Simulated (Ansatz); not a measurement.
A (111) slab of BN (P6_3/mmc (No. 194)), 17 planes, outer planes BN (top) and BN (bottom), with 34 atoms (B17N17) in a surface cell of A = 30.927 Å², as cut from the bulk:

```xyz
34
Lattice="4.3377 0.0000 0.0000 -2.1688 7.1299 0.0000 0.0000 0.0000 24.8617" Properties=species:S:1:pos:R:3 pbc="T T T"
B     0.7229    1.5076    7.5000
N     3.6147    1.5076    7.5000
B    -0.7229    4.9626    8.1164
N     0.7229    4.9626    8.1164
B     2.8918    1.2877    8.7327
N     1.4459    1.2877    8.7327
B     1.4459    4.7427    9.3491
N     2.8918    4.7427    9.3491
B     0.7229    1.0678    9.9654
N     3.6147    1.0678    9.9654
B    -0.7229    4.5228   10.5818
N     0.7229    4.5228   10.5818
B     2.8918    0.8479   11.1981
N     1.4459    0.8479   11.1981
B     1.4459    4.3029   11.8145
N     2.8918    4.3029   11.8145
B     0.7229    0.6279   12.4309
N     3.6147    0.6279   12.4309
B    -0.7229    4.0829   13.0472
N     0.7229    4.0829   13.0472
B     2.8918    0.4080   13.6636
N     1.4459    0.4080   13.6636
B     1.4459    3.8630   14.2799
N     2.8918    3.8630   14.2799
B     0.7229    0.1881   14.8963
N     3.6147    0.1881   14.8963
B    -0.7229    3.6431   15.5126
N     0.7229    3.6431   15.5126
B     0.7229    7.0981   16.1290
N    -0.7229    7.0981   16.1290
B     1.4459    3.4232   16.7453
N     2.8918    3.4232   16.7453
B    -1.4459    6.8782   17.3617
N     1.4459    6.8782   17.3617
```

Theory: DFT PBEsol, scalar-relativistic, plane waves, PAW in Ansatz 0.2.0. Cutoff 420 eV; k points 7×4×1 on the computed 34-atom cell (Γ-centred); Gaussian smearing, width 0.05 eV; no spin polarisation.

Against the same 34 atoms in the bulk, the slab as cut lies 19.282 eV higher and the relaxed slab 14.020 eV higher.

**Question.** Work out the surface energy before and after relaxation.

**Answer.** The slab has two faces, so γ = (E_slab − N·E_bulk)/(2A), the mean of both. As cut: 19.282/(2 × 30.927) = 0.3117 eV/Å², and 1 eV/Å² = 16.02 J/m², so γ = 4.99 J/m². Relaxed: 14.020/(2 × 30.927) = 0.2267 eV/Å² = 3.63 J/m². Relaxation recovers 27 % of the cost of cutting.

**Question.** What is the ideal work of this cut, per area?

**Answer.** Griffith's ideal work is 2γ: 9.99 J/m² if the new faces stay rigid, 7.26 J/m² if they relax. One thickness was run, 17 planes, so γ can still shift with it.